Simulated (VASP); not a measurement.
# Ge (Fd-3m) in VASP: further runs

Runs on Ge. Level: PBEsol. Tasks: relaxation of cell and atoms, relaxation of the atoms.

All numbers are computed with VASP 6.6.1; they aren't measurements. Logs are shortened: lines on timing, memory, paths and dates and some standing lists are left out, and cuts for length are marked.

**What was measured.**

From “Temperature-dependent photoluminescence in Ge: experiment and theory”, 2020, arxiv:2003.00143, for a bulk crystal of Ge at 0 K: band gap 0.744 eV (indirect).

How close the calculation comes is told below.

## 1. The crystal as given

The structure is cubic, space group Fd-3m (No. 227). The conventional cell has a = 5.675 Å, b = 5.675 Å, c = 5.675 Å, α = 90.00°, β = 90.00°, γ = 90.00°. Ge (site symmetry -43m) is surrounded by 4 Ge at 2.46 Å.

## 2. Relaxation of cell and atoms, PBEsol

File INCAR:

```
SYSTEM = Ge
PREC     = Accurate       ! precision mode
ENCUT    = 600            ! plane-wave cutoff, eV
EDIFF    = 1E-7           ! SCF threshold, eV
ISMEAR   = 0              ! smearing method
SIGMA    = 0.03           ! smearing width, eV
LREAL    = .False.        ! projectors in reciprocal space
LASPH    = .True.         ! aspherical terms in the spheres
NELM     = 80             ! most SCF steps
ALGO     = Normal         ! electronic algorithm
ISIF     = 3              ! what is computed and relaxed
LWAVE    = .False.        ! write WAVECAR
LCHARG   = .False.        ! write CHGCAR
GGA      = PS             ! functional
IBRION   = 2              ! ionic algorithm
NSW      = 90             ! ionic steps
EDIFFG   = -0.005         ! ionic threshold
```

File KPOINTS:

```
regular mesh
0
Gamma
  10 10 10
  0 0 0
```

File POSCAR:

```
Ge                                      
1.0
    0.0000000000      2.8376024253      2.8376024253
    2.8376024253      0.0000000000      2.8376024253
    2.8376024253      2.8376024253      0.0000000000
  Ge            
     2
Direct
     0.0000000000000000    0.0000000000000000    0.0000000000000000
     0.2500000000000000    0.2500000000000000    0.2500000000000000
```

Potentials or basis: VASP PAW PBE potentials, release 64 (Ge_d).

Run with:

```bash
cat potpaw_PBE.64/Ge_d/POTCAR > POTCAR
mpirun -np 1 vasp_std > vasp.out
```

OUTCAR:

```text
SYSTEM = Ge
   PREC = Accurate
   ENCUT = 600
   EDIFF = 1E-7
   ISMEAR = 0
   LREAL = .False.
   LASPH = .True.
   NELM = 80
   ISIF = 3
   GGA = PS
   IBRION = 2
   NSW = 90
   EDIFFG = -0.005

 ion  position               nearest neighbor table
   1  0.000  0.000  0.000-   2 2.46   2 2.46   2 2.46   2 2.46
   2  0.250  0.250  0.250-   1 2.46   1 2.46   1 2.46   1 2.46

  LATTYP: Found a face centered cubic cell.
 ALAT       =     5.6752048506

  Lattice vectors:

 A1 = (   0.0000000000,   2.8376024253,   2.8376024253)
 A2 = (   2.8376024253,   0.0000000000,   2.8376024253)
 A3 = (   2.8376024253,   2.8376024253,   0.0000000000)

Analysis of symmetry for initial positions (statically):
=====================================================================
 Subroutine PRICEL returns:
 Original cell was already a primitive cell.

 Routine SETGRP: Setting up the symmetry group for a
 face centered cubic supercell.

 Subroutine GETGRP returns: Found 48 space group operations
 (whereof 24 operations were pure point group operations)
 out of a pool of 48 trial point group operations.

The static configuration has the point symmetry T_d .
 The point group associated with its full space group is O_h .

Analysis of symmetry for dynamics (positions and initial velocities):
=====================================================================
 Subroutine PRICEL returns:
 Original cell was already a primitive cell.

 Routine SETGRP: Setting up the symmetry group for a
 face centered cubic supercell.

 Subroutine GETGRP returns: Found 48 space group operations
 (whereof 24 operations were pure point group operations)
 out of a pool of 48 trial point group operations.

The dynamic configuration has the point symmetry T_d .
 The point group associated with its full space group is O_h .

 Subroutine INISYM returns: Found 48 space group operations
 (whereof 24 operations are pure point group operations),
 and found     1 'primitive' translations

----------------------------------------------------------------------------------------

                                     Primitive cell

  volume of cell :      45.6967

  direct lattice vectors                    reciprocal lattice vectors
     0.000000000  2.837602425  2.837602425    -0.176205093  0.176205093  0.176205093
     2.837602425  0.000000000  2.837602425     0.176205093 -0.176205093  0.176205093
     2.837602425  2.837602425  0.000000000     0.176205093  0.176205093 -0.176205093

  length of vectors
     4.012975834  4.012975834  4.012975834     0.305196174  0.305196174  0.305196174

  position of ions in fractional coordinates (direct lattice)
     0.000000000  0.000000000  0.000000000
     0.250000000  0.250000000  0.250000000

  ion indices of the primitive-cell ions
   primitive index   ion index
                 1           1
                 2           2

----------------------------------------------------------------------------------------

 KPOINTS: regular mesh

Automatic generation of k-mesh.
 Grid dimensions read from file:
 generate k-points for:   10   10   10

 Generating k-lattice:

  Cartesian coordinates                     Fractional coordinates (reciprocal lattice)
    -0.017620509  0.017620509  0.017620509     0.100000000  0.000000000  0.000000000
     0.017620509 -0.017620509  0.017620509     0.000000000  0.100000000  0.000000000
     0.017620509  0.017620509 -0.017620509     0.000000000  0.000000000  0.100000000

  Length of vectors
     0.030519617  0.030519617  0.030519617

  Shift w.r.t. Gamma in fractional coordinates (k-lattice)
     0.000000000  0.000000000  0.000000000

 Subroutine IBZKPT returns following result:
 ===========================================

 Found     47 irreducible k-points:

 Following reciprocal coordinates:
            Coordinates               Weight
  0.000000  0.000000  0.000000      1.000000
  0.100000  0.000000  0.000000      8.000000
  0.200000  0.000000  0.000000      8.000000
  0.300000  0.000000  0.000000      8.000000
  0.400000  0.000000  0.000000      8.000000
  0.500000  0.000000  0.000000      4.000000
[... 16 lines left out ...]
  0.300000  0.300000  0.000000      6.000000
  0.400000  0.300000  0.000000     24.000000
 [... further k-points ...]
   k-points           NKPTS =     47   k-points in BZ     NKDIM =     47   number of bands    NBANDS=     18
   number of dos      NEDOS =    301   number of ions     NIONS =      2
   total plane-waves  NPLWV =  32768
   dimension x,y,z NGX =    32 NGY =   32 NGZ =   32
   dimension x,y,z NGXF=    64 NGYF=   64 NGZF=   64
   ions per type =               2
   NGX,Y,Z   is equivalent  to a cutoff of  13.26, 13.26, 13.26 a.u.
   NGXF,Y,Z  is equivalent  to a cutoff of  26.51, 26.51, 26.51 a.u.
 SYSTEM =  Ge
   PREC   = accura    normal or accurate (medium, high low for compatibility)
   ISTART =      0    job   : 0-new  1-cont  2-samecut
   ICHARG =      2    charge: 1-file 2-atom 10-const
   ISPIN  =      1    spin polarized calculation?
   LNONCOLLINEAR =      F non collinear calculations
   LSORBIT =      F    spin-orbit coupling
   LASPH  =      T    aspherical Exc in radial PAW
   ENCUT  =  600.0 eV  44.10 Ry    6.64 a.u.   8.01  8.01  8.01*2*pi/ulx,y,z
   NELM   =     80;   NELMIN=  2; NELMDL= -5     # of ELM steps
   EDIFF  = 0.1E-06   stopping-criterion for ELM
   LREAL  =      F    real-space projection
   EDIFFG = -.5E-02   stopping-criterion for IOM
   NSW    =     90    number of steps for IOM
   IBRION =      2    ionic relax: 0-MD 1-quasi-New 2-CG
   NFREE  =      1    steps in history (QN), initial steepest desc. (CG)
   ISIF   =      3    stress and relaxation
   ISYM   =      2    0-nonsym 1-usesym 2-fastsym
   POTIM  = 0.5000    time-step for ionic-motion
   TEBEG  =    0.0;   TEEND  =   0.0 temperature during run
   PSTRESS=    0.0 pullay stress
   NELECT =      28.0000    total number of electrons
   NUPDOWN=      -1.0000    fix difference up-down
   EMIN   =  10.00;   EMAX   =-10.00  energy-range for DOS
   EFERMI =   0.00;   METHOD = LEGACY
   ISMEAR =     0;   SIGMA  =   0.03  broadening in eV -4-tet -1-fermi 0-gaus
   EFERMI_NEDOS =   21; number of points for ismear=-14 and -15
   IALGO  =     38    algorithm
   IMIX   =      4    mixing-type and parameters
     AMIX     =   0.40;   BMIX     =  1.00
     AMIX_MAG =   1.60;   BMIX_MAG =  1.00
  volume/ion in A,a.u.               =      22.85       154.19
  Fermi-wavevector in a.u.,A,eV,Ry     =   1.390484  2.627634 26.306123  1.933445
  Thomas-Fermi vector in A             =   2.514415
   LORBIT       =      0    0 simple, 1 ext, 2 COOP (PROOUT), +10 PAW based schemes
   GGA     = PS    functional components
   LHFCALC =     F    Hartree Fock is set to
   AEXX    =    0.0000 exact exchange contribution
   IVDW    =     0    specifies the selected vdW correction
   LEPSILON=     F    determine dielectric tensor
   LRPA    =     F    only Hartree local field effects (RPA)
 conjugate gradient relaxation of ions
 non-spin polarized calculation
 Gauss-broadening in eV      SIGMA  =   0.03
  energy-cutoff  :      600.00
  volume of cell :       45.70
 maximum number of plane-waves:      1542
   NGX = 17   NGY = 17   NGZ = 17

--------------------------------------- Ionic step        1  -------------------------------------------

 number of electron      28.0000020 magnetization

 Free energy of the ion-electron system (eV)
  ---------------------------------------------------
  ext. energy  EPLUGINS =         0.00000000
  ---------------------------------------------------
  free energy    TOTEN  =        -9.87146455 eV

  energy without entropy =       -9.87141825  energy(sigma->0) =       -9.87144140

------------------------ aborting loop because EDIFF is reached ----------------------------------------

  FORCE on cell =-STRESS in cart. coord.  units (eV):
  Direction    XX          YY          ZZ          XY          YZ          ZX
  --------------------------------------------------------------------------------------
  -------------------------------------------------------------------------------------
  Total       -0.0154882     -0.0154882     -0.0154882      0.0000000      0.0000000     -0.0000000
  in kB       -0.5430330     -0.5430330     -0.5430330      0.0000000      0.0000000     -0.0000000
  external PRESSURE =      -0.5430330 kB  Pullay stress =       0.0000000 kB

 VOLUME and BASIS-vectors are now :
 -----------------------------------------------------------------------------
  energy-cutoff  :      600.00
  volume of cell :       45.70
      direct lattice vectors                 reciprocal lattice vectors
     0.000000000  2.837602425  2.837602425    -0.176205093  0.176205093  0.176205093
     2.837602425  0.000000000  2.837602425     0.176205093 -0.176205093  0.176205093
     2.837602425  2.837602425  0.000000000     0.176205093  0.176205093 -0.176205093
[... 109 lines left out ...]
 POSITION                                       TOTAL-FORCE (eV/Angst)
 -----------------------------------------------------------------------------------
      5.67363      5.67363      5.67363         0.000000      0.000000      0.000000
      1.41841      1.41841      1.41841        -0.000000     -0.000000     -0.000000
 -----------------------------------------------------------------------------------
    total drift:                               -0.000000      0.000000      0.000000

  FREE ENERGIE OF THE ION-ELECTRON SYSTEM (eV)
  ---------------------------------------------------
  free  energy   TOTEN  =        -9.8714656289 eV

  energy  without entropy=       -9.8714193351  energy(sigma->0) =       -9.87144248

--------------------------------------- Ionic step        5  -------------------------------------------

 number of electron      28.0000019 magnetization

 Free energy of the ion-electron system (eV)
  ---------------------------------------------------
  ext. energy  EPLUGINS =         0.00000000
  ---------------------------------------------------
  free energy    TOTEN  =        -9.87146664 eV

  energy without entropy =       -9.87142035  energy(sigma->0) =       -9.87144350

 E-fermi :   4.7882     XC(G=0): -10.0876

 val. band max:        4.7790782884   @ k =   0.0000   0.0000   0.0000
 cond. band min:       4.8755870480   @ k =   0.5000   0.0000   0.0000
 fundamental gap:      0.0965087597
 Fermi energy:         4.7882122458

 k-point     1 :       0.0000    0.0000    0.0000
  band No.  band energies     occupation
      1     -19.9718      2.00000
      2     -19.9717      2.00000
      3     -19.9717      2.00000
      4     -19.9358      2.00000
      5     -19.9358      2.00000
      6     -19.7283      2.00000
[... 10 lines left out ...]
     17       7.3073      0.00000
     18       7.3073      0.00000
[... 463 lines left out ...]
 k-point    24 :       0.4000    0.3000    0.0000
  band No.  band energies     occupation
      1     -20.0048      2.00000
      2     -19.9993      2.00000
      3     -19.9559      2.00000
      4     -19.8737      2.00000
      5     -19.8538      2.00000
      6     -19.8307      2.00000
[... 10 lines left out ...]
     17      11.3838      0.00000
     18      11.9467      0.00000

 [... further k-points ...]
[... 5 lines left out ...]
  --------------------------------------------------------------------------------------
  -------------------------------------------------------------------------------------
  Total       -0.0008464     -0.0008464     -0.0008464      0.0000000      0.0000000      0.0000000
  in kB       -0.0296962     -0.0296962     -0.0296962      0.0000000      0.0000000      0.0000000
  external PRESSURE =      -0.0296962 kB  Pullay stress =       0.0000000 kB

 VOLUME and BASIS-vectors are now :
 -----------------------------------------------------------------------------
  energy-cutoff  :      600.00
  volume of cell :       45.67
      direct lattice vectors                 reciprocal lattice vectors
     0.000000000  2.837002812  2.837002812    -0.176242335  0.176242335  0.176242335
     2.837002812  0.000000000  2.837002812     0.176242335 -0.176242335  0.176242335
     2.837002812  2.837002812  0.000000000     0.176242335  0.176242335 -0.176242335

 POSITION                                       TOTAL-FORCE (eV/Angst)
 -----------------------------------------------------------------------------------
      0.00000      0.00000      0.00000         0.000000     -0.000000      0.000000
      1.41850      1.41850      1.41850        -0.000000      0.000000     -0.000000
 -----------------------------------------------------------------------------------
    total drift:                               -0.000000      0.000000      0.000000

  FREE ENERGIE OF THE ION-ELECTRON SYSTEM (eV)
  ---------------------------------------------------
  free  energy   TOTEN  =        -9.8714666435 eV

  energy  without entropy=       -9.8714203484  energy(sigma->0) =       -9.87144350

 reached required accuracy - stopping structural energy minimisation
```

Run time: 63 s. Hardware: 1 thread of Intel Xeon 6975P-C (Granite Rapids), shared host; peak memory 0.19 GiB.

What came out:

- Free energy: -9.8715 eV
- Relaxed volume: 22.83 Å³/atom
- Relaxed cell: a = 4.012 Å, b = 4.012 Å, c = 4.012 Å, α = 60.00°, β = 60.00°, γ = 60.00°
- Space group after relaxing (to 0.05 Å): Fd-3m (No. 227)
- Energy gained by relaxing: 0.0 meV/atom
- Ionic steps: 5
- Pressure after relaxing: 0.0 GPa
- Band gap on the k mesh: none (metal or under the smearing width)

Final structure:
```
CELL_PARAMETERS angstrom
0.00000 2.83700 2.83700
2.83700 0.00000 2.83700
2.83700 2.83700 0.00000
ATOMIC_POSITIONS crystal
Ge 0.00000 0.00000 0.00000
Ge 0.25000 0.25000 0.25000
```

Levels at points of the mesh, in eV from the Fermi level:
```tsv
k point	band 10	band 11	band 12	band 13	band 14	band 15	band 16	band 17	band 18
(0.00, 0.00, 0.00)	-24.50	-12.74	-0.09	-0.01	-0.01	-0.01	2.52	2.52	2.52
(0.50, 0.00, 0.00)	-24.48	-10.66	-7.60	-1.40	-1.40	0.09	3.70	3.70	6.95
(0.50, 0.50, 0.00)	-24.46	-8.88	-8.88	-3.07	-3.07	0.67	0.67	9.41	9.41
```

Caveat: the PAW data sets were made with another functional, which shifts forces and pressure a little; this crystal is a semiconductor, whose small gap the functional closes, so the metal is an error of the method.

(Continued in part 2 of 3.)
